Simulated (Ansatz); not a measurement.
Runs of Ansatz 0.2.0 on HfC. It takes space group Fm-3m (No. 225, cubic). Conventional cell: a = 4.650 Å, b = 4.650 Å, c = 4.650 Å, α = 90.00°, β = 90.00°, γ = 90.00°. Around Hf (site symmetry m-3m) lie 6 C at 2.33 Å. C (site symmetry m-3m) is surrounded by 6 Hf at 2.33 Å. 

```csv
task,level,cutoff (eV),points for each segment of the path,gap on the mesh (eV),pressure (GPa),V0 of scaled cells (Å³/atom),B0 (GPa)
band structure,r2SCAN,500,14,none,(a),-,-
band structure,LDA,420,14,none,(b),-,-
equation of state,r2SCAN,500,-,-,-,12.50,245
equation of state,LDA,420,-,-,-,11.95,261
```

Alike in all rows: potentials or basis Ansatz PAW; no spin polarisation; cell as given; k mesh 10 × 10 × 10; smearing fermi-dirac 0.05 eV.

Problem. Estimate the missing entries.

Solution. (a) -1.4; (b) -11.9.

Caveats: spin-orbit coupling is left out, which moves the levels of the heavy elements (some runs); the PAW data sets come from PBE, with cores solved anew for the run's functional, which leaves a small shift of forces and pressure (some runs); the PAW data sets were made with another functional, which shifts forces and pressure a little (some runs).

A k mesh can miss the band edges, and the runs leave out spin-orbit coupling on Hf.

A gap of «none» marks a metal or a gap under the smearing width.

Runs at the PBE level aren't shown here.
